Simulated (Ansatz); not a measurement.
## Calculated field gradients at the nuclei for Hf₃N₄ at a changed volume

The cell is a structure deposited in the COD, relaxed with PBE at fixed cell and then changed (volume scaled by 0.94, ions relaxed).

```cif
data_Hf3N4
_symmetry_space_group_name_H-M 'I-43d'
_symmetry_Int_Tables_number 220
_cell_length_a 6.5642
_cell_length_b 6.5642
_cell_length_c 6.5642
_cell_angle_alpha 90.000
_cell_angle_beta 90.000
_cell_angle_gamma 90.000
loop_
_atom_site_label
_atom_site_type_symbol
_atom_site_symmetry_multiplicity
_atom_site_Wyckoff_symbol
_atom_site_fract_x
_atom_site_fract_y
_atom_site_fract_z
Hf Hf 12 a 0.3750 0.0000 0.2500
N N 16 c 0.0722 0.0722 0.0722
```

One atom of each set is listed; the run and its k-mesh use a cell of 14 atoms with edges of 5.68, 5.68, 5.68 Å.

Level of theory: DFT, PBE, plane waves and PAW, scalar-relativistic, 420 eV cutoff, Γ-centred 6×6×6 k-points, Fermi–Dirac smearing 0.02 eV (Ansatz 0.2.0).

V_zz is the principal component of the electric field gradient with the largest magnitude, η = (V_xx − V_yy)/V_zz and C_Q = eQV_zz/h.

177Hf: I = 7/2, Q = 3365 mb; N-14: I = 1, Q = 20.44 mb. Quadrupole moments are those of Pyykkö's year-2017 table.

```csv
site,atoms,first shell,"V_xx, V_yy, V_zz (10²¹ V/m²)",η,C_Q (MHz)
Hf,6,8 N at 2.20–2.35 Å,"-9.49, -9.49, 18.98",0.00,1544
N,8,6 Hf at 2.20–2.35 Å,"-0.28, -0.28, 0.55",0.00,0.274
```

An axis of threefold or higher order runs through Hf and N, so V_zz lies along it and η is zero.

Without spin–orbit coupling the gradients at and beside Hf can be off by some per cent, at some sites by more. At this changed cell the PBE pressure is 21 GPa.
